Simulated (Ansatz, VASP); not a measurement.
# Two plane-wave programs on Zr2S3

```
Zr S
1.0
     4.13201    0.00000    0.00000
     0.00000    4.13201    0.00000
     0.00000    0.00000    6.10941
Zr S
2 3
Direct
  0.50000 0.50000 0.74123
  0.50000 0.50000 0.25877
  0.00000 0.50000 0.50000
  0.50000 0.00000 0.50000
  0.00000 0.00000 0.00000
```

Alike in both runs: functional PBE; k mesh 4 × 4 × 4; occupations gaussian, width 0.1 eV; no spin polarisation.

Ansatz relaxed the structure, and its values are those at the end. VASP's run is a single point on that final structure, the one shown.

|  | VASP | Ansatz |
| --- | --- | --- |
| version | VASP 6.6.1 | Ansatz 0.2.0 |
| potentials or method | VASP PAW PBE potentials, release 64 (Zr_sv, S) | scalar-relativistic, plane waves, PAW |
| plane-wave cutoff (eV) | 520 | 420 |
| valence electrons in the cell | 42 | 42 |

VASP gave:

```
gap on the k mesh at the Fermi level (eV) : none
pressure (GPa)                            : -0.1
rms of the force components (eV/Å)        : 0.011
```

Which values does Ansatz return?

gap on the k mesh at the Fermi level (eV): none; pressure (GPa): 0.0; rms of the force components (eV/Å): 0.011.

A gap of «none» marks a metal or a gap that the smearing closes. With one functional, cell and mesh, what is left measures potentials, basis and numerics.

Caveats: the k mesh is coarse (spacing up to 0.38 Å⁻¹), so the values aren't converged.
